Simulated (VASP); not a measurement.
Runs of VASP 6.6.1 on V. It takes space group Im-3m (No. 229, cubic). Conventional cell: a = 3.029 Å, b = 3.029 Å, c = 3.029 Å, α = 90.00°, β = 90.00°, γ = 90.00°. Around V (site symmetry m-3m) lie 8 V at 2.62 Å. 

| task | level | potentials or basis | U | cutoff (eV) | smearing | LDAUTYPE | hund's J | k mesh for the DOS | occupations for the DOS | gap on the mesh (eV) | pressure (GPa) | moment (μB) |
| --- | --- | --- | --- | --- | --- | --- | --- | --- | --- | --- | --- | --- |
| band structure | r2SCAN+D3(BJ)+U | VASP PAW PBE potentials, release 64 (V_sv_GW) | V d U = 4 eV | 600 | methfessel-paxton 0.1 eV | - | - | - | - | - | 12.0 | 1.31 |
| single point | PBE | VASP PAW PBE potentials, release 64 (V_sv) | - | 520 | gaussian 0.02 eV | - | - | - | - | none | -5.0 | 0.13 |
| single point | optB86b-vdW+U | VASP PAW PBE potentials, release 64 (V_sv) | V d U = 1 eV | 520 | fermi-dirac 0.05 eV | - | - | - | - | none | (b) | 0.13 |
| density of states | rev-vdW-DF2+U | VASP PAW PBE potentials, release 64 (V_sv) | V d U = 4 eV, J = 0.9 eV | 520 | methfessel-paxton 0.2 eV | 1 | 0.9 | 18 × 18 × 18 | tetrahedron | - | - | (a) |

Alike in all rows: spin collinear, ferromagnetic start; cell as given; k mesh 12 × 12 × 12.

**Question.** Estimate the missing entries.

**Answer.** (a) 0.92; (b) -7.1.

Caveats: the PAW data sets were made with another functional, which shifts forces and pressure a little (some runs); the U is typed as a test and isn't derived for this compound (some runs); pairwise dispersion overbinds metals, which lowers pressure and volume (some runs); tetrahedron occupations give inexact forces and stress in metals (some runs).

A gap of «none» marks a metal or a gap under the smearing width.
